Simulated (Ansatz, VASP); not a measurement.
AlN: VASP beside Ansatz

INCAR

```
SYSTEM = AlN
PREC = Accurate
ENCUT = 520
EDIFF = 1E-6
ISMEAR = 0
SIGMA = 0.05
LREAL = .FALSE.
LASPH = .TRUE.
NELM = 60
ALGO = Normal
ISIF = 2
LWAVE = .FALSE.
LCHARG = .FALSE.
GGA = PE
NBANDS = 16
```

File KPOINTS:

```
regular mesh
0
G
  9 9 6
  0 0 0
```

The input POSCAR:

```
AlN
1.0
    3.3570507266      0.0000000000      0.0000000000
   -1.6785253633      2.9072912111      0.0000000000
    0.0000000000      0.0000000000      4.2426559563
Al N
2 2
Direct
    0.3333333333      0.6666666667      0.7500000000
    0.6666666667      0.3333333333      0.2500000000
    0.3333333333      0.6666666667      0.2500000000
    0.6666666667      0.3333333333      0.7500000000
```

Input for Ansatz:

```yaml
crystal:
  lattice:
    - [3.3570507266, 0.0, 0.0]
    - [-1.6785253633, 2.9072912111, 0.0]
    - [0.0, 0.0, 4.2426559563]
  atoms:
    - { symbol: Al, position: [0.3333333333, 0.6666666667, 0.75] }
    - { symbol: Al, position: [0.6666666667, 0.3333333333, 0.25] }
    - { symbol: "N", position: [0.3333333333, 0.6666666667, 0.25] }
    - { symbol: "N", position: [0.6666666667, 0.3333333333, 0.75] }
basis:
  ecutwfc: 520.0
kpoints:
  mp_grid: { grid: [9, 9, 6] }
hamiltonian:
  xc: pbe
  pseudopotentials: { kind: paw, azcp: { folder: soft_1 } }
scf:
  occupations: { method: gaussian, width: 0.05 }
output:
  forces: true
  stress: true
  eigenvalues: true
```

Alike in both runs: task single point; functional PBE; k mesh 9 × 9 × 6; occupations gaussian, width 0.05 eV; no spin polarisation.

|  | VASP | Ansatz |
| --- | --- | --- |
| version | VASP 6.6.1 | Ansatz 0.2.0 |
| potentials or method | VASP PAW PBE potentials, release 64 (Al, N) | scalar-relativistic, plane waves, PAW |
| plane-wave cutoff (eV) | 520 | 520 |
| valence electrons in the cell | 16 | 16 |

```tsv
	VASP	Ansatz	Ansatz less VASP
gap on the k mesh at the Fermi level (eV)	2.97	2.96	-0.007
least direct gap on the mesh (eV)	2.97	2.96	-0.007
pressure (GPa)	-7.7	-7.5	+0.15
largest component of the traceless stress (GPa)	1.08	0.98	-0.098
```
